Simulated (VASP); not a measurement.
# HC18 in VASP: single point with PBE

Aim: the single point of HC18 with PBE.

Program: VASP 6.6.1. These are calculated values, not measurements. Logs are shortened: lines on timing, memory, paths and dates and some standing lists are left out, and cuts for length are marked.

**1. Starting point**

The cell holds a slab with vacuum, 19 atoms: a = 7.398 Å, b = 7.398 Å, c = 13.000 Å, α = 90.00°, β = 90.00°, γ = 120.00°.

The cell was built by a generator and needn't be a form met in nature.

**2. Single point, PBE, collinear spin, typed start**

File INCAR:

```
SYSTEM = HC18
ALGO = Fast ; EDIFF = 1E-7
ENCUT = 520 ; GGA = PE
ISIF = 2 ; ISMEAR = 0
ISPIN = 2 ; LASPH = .True.
LCHARG = .False. ; LORBIT = 11
LREAL = Auto ; LWAVE = .False.
MAGMOM = 0 0 0 0 0 0 0 0 0 0 0 0 0 0 0 0 0 0 1 ; NBANDS = 56
NELM = 150 ; PREC = Accurate
SIGMA = 0.05
```

File KPOINTS:

```
k-points
0
Gamma
  2 2 1
  0 0 0
```

File POSCAR:

```
HC18
1.0
    7.3980000000      0.0000000000      0.0000000000
   -3.6990000000      6.4068560000      0.0000000000
    0.0000000000      0.0000000000     13.0000000000
C H
18 1
Direct
    0.0038524506      0.0021557247      0.0749436909
    0.2258822627      0.1131702072      0.0747340745
    0.0033675154      0.3356827382      0.0682630502
    0.2252829512      0.4470415269      0.0726247038
    0.0033658680      0.6681419129      0.0682642151
    0.2252824794      0.7786974549      0.0726272500
    0.3368975221      0.0021589390      0.0749475732
    0.5603389706      0.1137528962      0.0726461110
    0.3368968941      0.3351963506      0.0749452959
    0.5603411236      0.4470438361      0.0726472767
    0.3322299581      0.6663452525      0.0777555367
    0.5592059487      0.7798332450      0.1046944414
    0.6727024482      0.0068065351      0.0777771409
    0.8919973598      0.1137495631      0.0726330359
    0.6708988673      0.3356795856      0.0682849554
    0.8925398844      0.4464979621      0.0673413029
    0.6727036824      0.6663553244      0.0777835205
    0.8919960230      0.7787017321      0.0726365811
    0.5591084903      0.7797941132      0.1913737440
```

Potentials or basis: VASP PAW PBE potentials, release 64 (C, H).

Run with:

```console
> cat potpaw_PBE.64/C/POTCAR potpaw_PBE.64/H/POTCAR > POTCAR
> mpirun -np 1 vasp_std > vasp.out
```

OUTCAR:

```text
SYSTEM = HC18
   EDIFF = 1E-7
   ENCUT = 520
   GGA = PE
   ISIF = 2
   ISMEAR = 0
   ISPIN = 2
   LASPH = .True.
   LORBIT = 11
   LREAL = Auto
   NELM = 150
   PREC = Accurate

 ion  position               nearest neighbor table
   1  0.004  0.002  0.075-   2 1.42  14 1.43  18 1.43
   2  0.226  0.113  0.075-   9 1.42   7 1.42   1 1.42
   3  0.003  0.336  0.068-  16 1.42   4 1.42  14 1.42
   4  0.225  0.447  0.073-  11 1.41   3 1.42   9 1.43
   5  0.003  0.668  0.068-  16 1.42   6 1.42  18 1.42
   6  0.225  0.779  0.073-  11 1.41   5 1.42   7 1.43
   7  0.337  0.002  0.075-   2 1.42   8 1.43   6 1.43
   8  0.560  0.114  0.073-  13 1.41  15 1.42   7 1.43
   9  0.337  0.335  0.075-   2 1.42  10 1.43   4 1.43
  10  0.560  0.447  0.073-  17 1.41  15 1.42   9 1.43
  11  0.332  0.666  0.078-   6 1.41   4 1.41  12 1.50
  12  0.559  0.780  0.105-  19 1.13  17 1.50  13 1.50  11 1.50
  13  0.673  0.007  0.078-  14 1.41   8 1.41  12 1.50
  14  0.892  0.114  0.073-  13 1.41   3 1.42   1 1.43
  15  0.671  0.336  0.068-  16 1.42  10 1.42   8 1.42
  16  0.893  0.446  0.067-  15 1.42   3 1.42   5 1.42
  17  0.673  0.666  0.078-  18 1.41  10 1.41  12 1.50
  18  0.892  0.779  0.073-  17 1.41   5 1.42   1 1.43
  19  0.559  0.780  0.191-  12 1.13

  LATTYP: Found a hexagonal cell.
 ALAT       =     7.3980000000
 C/A-ratio  =     1.7572316842

  Lattice vectors:

 A1 = (   7.3980000000,   0.0000000000,   0.0000000000)
 A2 = (  -3.6990000000,   6.4068560000,   0.0000000000)
 A3 = (   0.0000000000,   0.0000000000,  13.0000000000)

Analysis of symmetry for initial positions (statically):
=====================================================================
 Subroutine PRICEL returns:
 Original cell was already a primitive cell.

 Routine SETGRP: Setting up the symmetry group for a
 hexagonal supercell.

 Subroutine GETGRP returns: Found  1 space group operations
 (whereof  1 operations were pure point group operations)
 out of a pool of 24 trial point group operations.

The static configuration has the point symmetry C_1 .

Analysis of symmetry for dynamics (positions and initial velocities):
=====================================================================
 Subroutine PRICEL returns:
 Original cell was already a primitive cell.

 Routine SETGRP: Setting up the symmetry group for a
 hexagonal supercell.

 Subroutine GETGRP returns: Found  1 space group operations
 (whereof  1 operations were pure point group operations)
 out of a pool of 24 trial point group operations.

The dynamic configuration has the point symmetry C_1 .

Analysis of structural, dynamic, and magnetic symmetry:
=====================================================================
 Subroutine PRICEL returns:
 Original cell was already a primitive cell.

 Routine SETGRP: Setting up the symmetry group for a
 hexagonal supercell.

 Subroutine GETGRP returns: Found  1 space group operations
 (whereof  1 operations were pure point group operations)
 out of a pool of 24 trial point group operations.

The overall configuration has the point symmetry C_1 .

 Subroutine INISYM returns: Found  1 space group operations
 (whereof  1 operations are pure point group operations),
 and found     1 'primitive' translations

----------------------------------------------------------------------------------------

                                     Primitive cell

  volume of cell :     616.1730

  direct lattice vectors                    reciprocal lattice vectors
     7.398000000  0.000000000  0.000000000     0.135171668  0.078041398  0.000000000
    -3.699000000  6.406856000  0.000000000     0.000000000  0.156082796  0.000000000
     0.000000000  0.000000000 13.000000000     0.000000000  0.000000000  0.076923077

  length of vectors
     7.398000000  7.398000054 13.000000000     0.156082797  0.156082796  0.076923077

  position of ions in fractional coordinates (direct lattice)
     0.003852451  0.002155725  0.074943691
[... 74 lines left out ...]
   number of dos      NEDOS =    301   number of ions     NIONS =     19
   total plane-waves  NPLWV = 307328
   dimension x,y,z NGX =    56 NGY =   56 NGZ =   98
   dimension x,y,z NGXF=   112 NGYF=  112 NGZF=  196
   ions per type =              18   1
   NGX,Y,Z   is equivalent  to a cutoff of  12.58, 12.58, 12.53 a.u.
   NGXF,Y,Z  is equivalent  to a cutoff of  25.17, 25.17, 25.06 a.u.
 SYSTEM =  HC18
   PREC   = accura    normal or accurate (medium, high low for compatibility)
   ISTART =      0    job   : 0-new  1-cont  2-samecut
   ICHARG =      2    charge: 1-file 2-atom 10-const
   ISPIN  =      2    spin polarized calculation?
   LNONCOLLINEAR =      F non collinear calculations
   LSORBIT =      F    spin-orbit coupling
   LASPH  =      T    aspherical Exc in radial PAW
   ENCUT  =  520.0 eV  38.22 Ry    6.18 a.u.  13.76 13.76 24.17*2*pi/ulx,y,z
   NELM   =    150;   NELMIN=  2; NELMDL= -5     # of ELM steps
   EDIFF  = 0.1E-06   stopping-criterion for ELM
   LREAL  =      T    real-space projection
   EDIFFG = 0.1E-05   stopping-criterion for IOM
   NSW    =      0    number of steps for IOM
   IBRION =     -1    ionic relax: 0-MD 1-quasi-New 2-CG
   NFREE  =      0    steps in history (QN), initial steepest desc. (CG)
   ISIF   =      2    stress and relaxation
   ISYM   =      2    0-nonsym 1-usesym 2-fastsym
   POTIM  = 0.5000    time-step for ionic-motion
   TEBEG  =    0.0;   TEEND  =   0.0 temperature during run
   PSTRESS=    0.0 pullay stress
   NELECT =      73.0000    total number of electrons
   NUPDOWN=      -1.0000    fix difference up-down
   EMIN   =  10.00;   EMAX   =-10.00  energy-range for DOS
   EFERMI =   0.00;   METHOD = LEGACY
   ISMEAR =     0;   SIGMA  =   0.05  broadening in eV -4-tet -1-fermi 0-gaus
   EFERMI_NEDOS =   21; number of points for ismear=-14 and -15
   IALGO  =     68    algorithm
   IMIX   =      4    mixing-type and parameters
     AMIX     =   0.40;   BMIX     =  1.00
     AMIX_MAG =   1.60;   BMIX_MAG =  1.00
  volume/ion in A,a.u.               =      32.43       218.85
  Fermi-wavevector in a.u.,A,eV,Ry     =   0.804047  1.519429  8.796057  0.646492
  Thomas-Fermi vector in A             =   1.912030
   LORBIT       =     11    0 simple, 1 ext, 2 COOP (PROOUT), +10 PAW based schemes
   GGA     = PE    functional components
   LHFCALC =     F    Hartree Fock is set to
   AEXX    =    0.0000 exact exchange contribution
   IVDW    =     0    specifies the selected vdW correction
   LEPSILON=     F    determine dielectric tensor
   LRPA    =     F    only Hartree local field effects (RPA)
 spin polarized calculation
 RMM-DIIS sequential band-by-band and
 Gauss-broadening in eV      SIGMA  =   0.05
  energy-cutoff  :      520.00
  volume of cell :      616.17
 maximum number of plane-waves:     16651
 NGX is ok and might be reduce to    56
   NGX = 27   NGY = 27   NGZ = 49

 number of electron      73.0000000 magnetization       1.0000145

 Free energy of the ion-electron system (eV)
  ---------------------------------------------------
  ext. energy  EPLUGINS =         0.00000000
  ---------------------------------------------------
  free energy    TOTEN  =      -167.78129528 eV

  energy without entropy =     -167.78129305  energy(sigma->0) =     -167.78129416

 E-fermi :  -1.7833     XC(G=0):  -3.3845

 val. band max:       -1.9252805612   @ k =   0.0000   0.0000   0.0000
 cond. band min:      -1.6413626342   @ k =   0.0000   0.0000   0.0000
 fundamental gap:      0.2839179270
 Fermi energy:        -1.7833215733

 spin component 1

 k-point     1 :       0.0000    0.0000    0.0000
  band No.  band energies     occupation
      1     -21.3471      1.00000
      2     -18.8058      1.00000
      3     -18.8026      1.00000
      4     -18.8024      1.00000
      5     -18.7692      1.00000
      6     -18.7015      1.00000
[... 193 lines left out ...]
     47       3.8372      0.00000
     48       3.8702      0.00000
 Fermi energy:        -1.7833215733

 spin component 2

 k-point     1 :       0.0000    0.0000    0.0000
  band No.  band energies     occupation
      1     -21.2806      1.00000
      2     -18.7547      1.00000
      3     -18.7545      1.00000
      4     -18.7144      1.00000
      5     -18.6806      1.00000
      6     -18.6442      1.00000
[... 193 lines left out ...]
     47       3.8974      0.00000
     48       3.9593      0.00000
 [bands above 48 left out]

------------------------ aborting loop because EDIFF is reached ----------------------------------------

  FORCE on cell =-STRESS in cart. coord.  units (eV):
  Direction    XX          YY          ZZ          XY          YZ          ZX
  --------------------------------------------------------------------------------------
  -------------------------------------------------------------------------------------
  Total        3.3873205      3.3961240     -0.0951187      0.0034386      0.0003643      0.0007908
  in kB        8.8077347      8.8306256     -0.2473284      0.0089410      0.0009473      0.0020562
  external PRESSURE =       5.7970106 kB  Pullay stress =       0.0000000 kB

 VOLUME and BASIS-vectors are now :
 -----------------------------------------------------------------------------
  energy-cutoff  :      520.00
  volume of cell :      616.17
      direct lattice vectors                 reciprocal lattice vectors
     7.398000000  0.000000000  0.000000000     0.135171668  0.078041398  0.000000000
    -3.699000000  6.406856000  0.000000000     0.000000000  0.156082796  0.000000000
     0.000000000  0.000000000 13.000000000     0.000000000  0.000000000  0.076923077

 POSITION                                       TOTAL-FORCE (eV/Angst)
 -----------------------------------------------------------------------------------
      0.02053      0.01381      0.97427        -0.004281     -0.001865      0.004471
      1.25246      0.72507      0.97154        -0.002236     -0.000124     -0.000495
     -1.21678      2.15067      0.88742        -0.002285     -0.000342     -0.004644
      0.01304      2.86413      0.94412         0.001689      0.002392      0.001436
     -2.44656      4.28069      0.88743        -0.000848     -0.004179     -0.005122
     -1.21376      4.98900      0.94415         0.004442      0.002221      0.001231
[... 11 lines left out ...]
      3.71857      4.98903      0.94428         0.000093     -0.000561     -0.000858
      1.25183      4.99603      2.48786         0.000967      0.000531      0.026428
 -----------------------------------------------------------------------------------
    total drift:                                0.012654      0.004609      0.041304

  FREE ENERGIE OF THE ION-ELECTRON SYSTEM (eV)
  ---------------------------------------------------
  free  energy   TOTEN  =      -167.7812952750 eV

  energy  without entropy=     -167.7812930491  energy(sigma->0) =     -167.78129416

 total charge

# of ion       s       p       d       tot
------------------------------------------
    1        0.860   1.780   0.000   2.640
    2        0.862   1.787   0.000   2.649
    3        0.864   1.790   0.000   2.654
    4        0.863   1.793   0.000   2.656
    5        0.864   1.790   0.000   2.654
    6        0.863   1.793   0.000   2.656
[... 11 lines left out ...]
   18        0.863   1.793   0.000   2.656
   19        0.613   0.040   0.000   0.653
--------------------------------------------------
tot         16.109  32.198   0.000  48.307

 magnetization (x)

# of ion       s       p       d       tot
------------------------------------------
    1        0.008   0.115   0.000   0.122
    2       -0.005  -0.037   0.000  -0.041
    3        0.004   0.058   0.000   0.062
    4       -0.005  -0.059   0.000  -0.064
    5        0.004   0.058   0.000   0.062
    6       -0.005  -0.059   0.000  -0.064
[... 11 lines left out ...]
   18       -0.005  -0.059   0.000  -0.064
   19        0.049  -0.001   0.000   0.048
--------------------------------------------------
tot          0.067   0.460   0.000   0.527
```

It took 15 min on 1 thread of Intel Xeon Platinum 8488C (Sapphire Rapids), shared host; peak memory 0.92 GiB.

What came out:

```
Free energy                                           : -167.7813 eV
Largest force                                         : 0.026 eV/Å
Band gap on the k mesh                                : 0.28 eV, direct
Net moment                                            : 1.00 μB per cell
Site moments                                          : C +0.12, -0.04, +0.06, -0.06, +0.13, -0.02, -0.03; H +0.05 μB
Valence electrons inside the program's atomic spheres : C 2.64, 2.65, 2.66, 2.63; H 0.65
```

Forces in eV/Å, atoms in the order of the input:
```
C   -0.004 -0.002  0.004
C   -0.002  0.000  0.000
C   -0.002  0.000 -0.005
C    0.002  0.002  0.001
C   -0.001 -0.004 -0.005
C    0.004  0.002  0.001
C    0.005 -0.006  0.004
C    0.000 -0.002  0.000
C   -0.001  0.007  0.004
C   -0.001  0.001 -0.001
C    0.007  0.006 -0.004
C   -0.003 -0.001 -0.004
C   -0.003 -0.006 -0.004
C    0.001 -0.001  0.001
C    0.001  0.000 -0.007
C    0.005  0.002 -0.008
C   -0.008  0.001 -0.004
C    0.000 -0.001 -0.001
H    0.001  0.001  0.026
```

Levels at points of the mesh, in eV from the valence-band top:
Spin up:
| k point | band 35 | band 36 | band 37 | band 38 | band 39 | band 40 |
| --- | --- | --- | --- | --- | --- | --- |
| (0.00, 0.00, 0.00) | -1.83 | -0.11 | -0.11 | 0.28 | 2.22 | 3.29 |
| (0.50, 0.00, 0.00) | -2.52 | -2.33 | -0.11 | 1.94 | 2.55 | 2.57 |
| (0.00, 0.50, 0.00) | -2.52 | -2.33 | -0.11 | 1.94 | 2.55 | 2.57 |
| (0.50, 0.50, 0.00) | -2.52 | -2.33 | -0.11 | 1.94 | 2.55 | 2.57 |
Spin down:
```csv
k point,band 33,band 34,band 35,band 36,band 37,band 38,band 39,band 40
"(0.00, 0.00, 0.00)",-2.86,-2.85,-1.66,0.00,0.44,0.44,2.42,3.40
"(0.50, 0.00, 0.00)",-2.45,-2.41,-2.40,-2.22,0.50,2.04,2.69,2.76
"(0.00, 0.50, 0.00)",-2.45,-2.41,-2.40,-2.22,0.50,2.04,2.69,2.76
"(0.50, 0.50, 0.00)",-2.45,-2.41,-2.40,-2.22,0.50,2.04,2.69,2.76
```

Caveat: the k mesh is coarse (spacing up to 0.49 Å⁻¹), so the values aren't converged. Expect the measured gap to be larger: semilocal functionals such as PBE lack the derivative discontinuity.
